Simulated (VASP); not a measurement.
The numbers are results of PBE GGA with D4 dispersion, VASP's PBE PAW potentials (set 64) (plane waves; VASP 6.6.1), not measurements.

Input for VASP

### KPOINTS
```
Automatic mesh
0
Gamma
8 8 8
0 0 0
```

POSCAR:
```
Li2O
2.2758010
  0.0000000000   0.9999998416   0.9999998416
  0.9999998416   0.0000000000   0.9999998416
  0.9999998416   0.9999998416   0.0000000000
Li O
2 1
Cart
  0.4999999208   0.4999999208   0.4999999208
  1.4999997623   1.4999997623   1.4999997623
  0.9999998416   1.9999996831   0.9999998416
```

**INCAR**
```
PREC = Accurate
ENCUT = 520   # plane-wave cut-off (eV)
NELM = 100
LWAVE = .False.
GGA = PE   # PBE
ALGO = Normal   # blocked Davidson
LREAL = .False.
SIGMA = 0.05
IVDW = 13
LASPH = .True.
LCHARG = .False.
ISIF = 2   # forces and stress, cell fixed
ISMEAR = 0
SYSTEM = Li2O
EDIFF = 1E-7   # SCF stop (eV)
```

POTCAR, in this order: Li_sv O (PBE.64 set). Program: vasp_std.

Output

OSZICAR:
```
       N       E                     dE             d eps       ncg     rms          rms(c)
DAV:   1     0.366434984107E+02    0.36643E+02   -0.63149E+03   580   0.131E+03
DAV:   2    -0.112143415521E+02   -0.47858E+02   -0.46192E+02   684   0.230E+02
DAV:   3    -0.160457106878E+02   -0.48314E+01   -0.48123E+01  1008   0.595E+01
DAV:   4    -0.161170848417E+02   -0.71374E-01   -0.71332E-01   804   0.798E+00
DAV:   5    -0.161175638820E+02   -0.47904E-03   -0.47891E-03   840   0.480E-01    0.752E+00
DAV:   6    -0.143525673353E+02    0.17650E+01   -0.95147E+00   582   0.199E+01    0.280E+00
DAV:   7    -0.143292719431E+02    0.23295E-01   -0.20720E-01   664   0.400E+00    0.148E+00
DAV:   8    -0.143298456730E+02   -0.57373E-03   -0.56588E-02   698   0.298E+00    0.346E-01
DAV:   9    -0.143288210783E+02    0.10246E-02   -0.66800E-03   722   0.766E-01    0.106E-01
DAV:  10    -0.143292753420E+02   -0.45426E-03   -0.92197E-04   630   0.261E-01    0.470E-02
DAV:  11    -0.143292609366E+02    0.14405E-04   -0.40121E-05   756   0.814E-02    0.108E-02
DAV:  12    -0.143292617609E+02   -0.82432E-06   -0.46677E-06   726   0.226E-02    0.235E-03
DAV:  13    -0.143292618422E+02   -0.81284E-07   -0.63699E-07   734   0.893E-03
   1 F= -.14573082E+02 E0= -.14573082E+02  d E =-.693104E-22
```

**OUTCAR**
```
------------------------ aborting loop because EDIFF is reached ----------------------------------------
  Edisp (eV):   -0.24382
  FORCE on cell =-STRESS in cart. coord.  units (eV):
  Direction    XX          YY          ZZ          XY          YZ          ZX
  --------------------------------------------------------------------------------------
  Total       0.35818     0.35818     0.35818    -0.00000     0.00000     0.00000
  in kB      24.34329    24.34329    24.34329    -0.00000     0.00000     0.00000
  external pressure =       24.34 kB  Pullay stress =        0.00 kB
  volume of cell :       23.57
      direct lattice vectors                 reciprocal lattice vectors
     0.000000000  2.275800639  2.275800639    -0.219702900  0.219702900  0.219702900
     2.275800639  0.000000000  2.275800639     0.219702900 -0.219702900  0.219702900
     2.275800639  2.275800639  0.000000000     0.219702900  0.219702900 -0.219702900
 POSITION                                       TOTAL-FORCE (eV/Angst)
 -----------------------------------------------------------------------------------
      1.13790      1.13790      1.13790         0.000000     -0.000000      0.000000
      3.41370      3.41370      3.41370        -0.000000     -0.000000     -0.000000
      0.00000      0.00000      0.00000         0.000000      0.000000     -0.000000
 -----------------------------------------------------------------------------------
    total drift:                               -0.000000      0.000000      0.000000
  FREE ENERGIE OF THE ION-ELECTRON SYSTEM (eV)
  ---------------------------------------------------
  free  energy   TOTEN  =       -14.5730823129 eV

  energy  without entropy=      -14.5730823129  energy(sigma->0) =      -14.57308231
```
(Selected blocks of OUTCAR.)

The compound is Li2O in the antifluorite structure. This cell is one point of a volume scan, at 0.97 of the reference volume.
